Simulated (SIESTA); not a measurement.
**TiAl under changes of volume**

One of the cells (16.386 Å³/atom); the others are scaled copies at fixed shape and fractional positions:

```
Ti Al
1.0
     3.20012    0.00000    0.00000
     0.00000    3.20012    0.00000
     0.00000    0.00000    3.20012
Ti Al
1 1
Direct
  0.00000 0.00000 0.00000
  0.50000 0.50000 0.50000
```

The cell comes from a database or a generator and needn't be the stable form of this composition.

| Item | Value |
| --- | --- |
| Program | SIESTA 5.4.2 |
| Functional | PBE |
| Potentials or basis | PseudoDojo 0.4 standard (PBE files) |
| Basis | DZP (energy shift 0.002 Ry; radii capped at 9.5 bohr) |
| Grid cutoff | 800 Ry |
| Energy shift | 0.002 Ry |
| k mesh | 8 × 8 × 8 |
| Occupations | fermi-dirac, width 0.05 eV |
| Spin | no spin polarisation |

```csv
volume (Å³/atom),energy over the lowest point (meV/atom),pressure (GPa)
15.101,30.49,9.4
15.422,?,?
15.743,4.79,3.8
16.386,0.00,-1.0
16.707,4.29,-3.1
17.028,12.46,-4.9
```

Q: What does the run at 15.422 Å³/atom give?

A: Energy over the lowest point 14.84 meV/atom; pressure 6.5 GPa.

Worked out: A Birch-Murnaghan fit of order 3 (a polynomial in V^(-2/3)) to the other rows has its minimum at 16.22 Å³/atom with B0 = V·E''(V) = 114 GPa and B' = 3.9. It gives 14.76 meV/atom at 15.422 Å³/atom, against the run's 14.84, and -dE/dV = 6.4 GPa, against 6.5.

Energies are extrapolated to zero smearing.

Caveats: semicore shells carry a single zeta, which can move pressures by several GPa and volumes by a few percent; the basis of atomic orbitals isn't converged, which shifts pressures, moduli and gaps.
